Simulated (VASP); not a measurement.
## In3Sb: single point with PBEsol

Crystal: In3Sb.

```
In Sb
1.0
     4.83696    0.00000    0.00000
     0.00000    4.83696    0.00000
     0.00000    0.00000    4.83696
In Sb
3 1
Direct
  0.50000 0.50000 0.00000
  0.50000 0.00000 0.50000
  0.00000 0.50000 0.50000
  0.00000 0.00000 0.00000
```

The cell comes from a database or a generator and needn't be the stable form of this composition.

```json
{"Program": "VASP 6.6.1", "Task": "single point", "Functional": "PBEsol", "Potentials or basis": "VASP PAW PBE potentials, release 64 (In_d, Sb)", "Cutoff": "520 eV", "k mesh": "3 × 3 × 3", "Occupations": "fermi-dirac, width 0.01 eV", "Spin": "no spin polarisation"}
```

The pressure is -1.6 GPa and the band gap on the k mesh is none (metal or under the smearing width).

Levels at points of the mesh, in eV from the Fermi level:
```
           k point  band 20  band 21  band 22  band 23  band 24  band 25
(0.00, 0.00, 0.00)    -3.17    -2.74    -2.74     1.89     1.89     1.89
```

Run time: 7.4 s on 1 thread of Intel(R) Xeon(R) 6975P-C (Granite Rapids), on a shared host, peak memory 0.2 GiB.

Caveat: the k mesh is coarse (spacing up to 0.43 Å⁻¹), so the values aren't converged; the PAW data sets were made with another functional, which shifts forces and pressure a little. The run has no spin-orbit coupling, so splittings on Sb are missing.
